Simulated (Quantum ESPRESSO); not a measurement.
Crystal: AgBr.

```
Ag Br
1.0
     0.00000    2.87015    2.87015
     2.87015    0.00000    2.87015
     2.87015    2.87015    0.00000
Ag Br
1 1
Direct
  0.00000 0.00000 0.00000
  0.50000 0.50000 0.50000
```

- Program: Quantum ESPRESSO 7.5
- Task: single point
- Functional: PBE
- Potentials or basis: SSSP 1.3 efficiency PBE
- Cutoff: 816 eV
- Density cutoff: 5987 eV
- k mesh: 8 × 8 × 8
- Occupations: fermi-dirac, width 0.05 eV
- Spin: no spin polarisation

On this cell: pressure 2.3 GPa; largest force zero by symmetry; band gap on the k mesh 0.72 eV, indirect (least direct gap 2.62 eV).

The same run follows on a disturbed copy (atoms moved at random, drawn with an rms of 0.05 Å):

```xyz
2
Lattice="0.0000 2.8702 2.8702 2.8702 0.0000 2.8702 2.8702 2.8702 0.0000" Properties=species:S:1:pos:R:3 pbc="T T T"
Ag    0.0018    0.0285    0.0058
Br    2.8517    2.9138    2.8666
```

Question: What changes?

Answer: The energy moves by +0.2 meV/atom; pressure 2.3 GPa; largest force 0.035 eV/Å; band gap on the k mesh 0.72 eV, indirect (least direct gap 2.61 eV).

Forces in eV/Å, atoms in the order of the input:
```
Ag  -0.026  0.020 -0.012
Br   0.026 -0.020  0.012
```

A k mesh can miss the band edges.
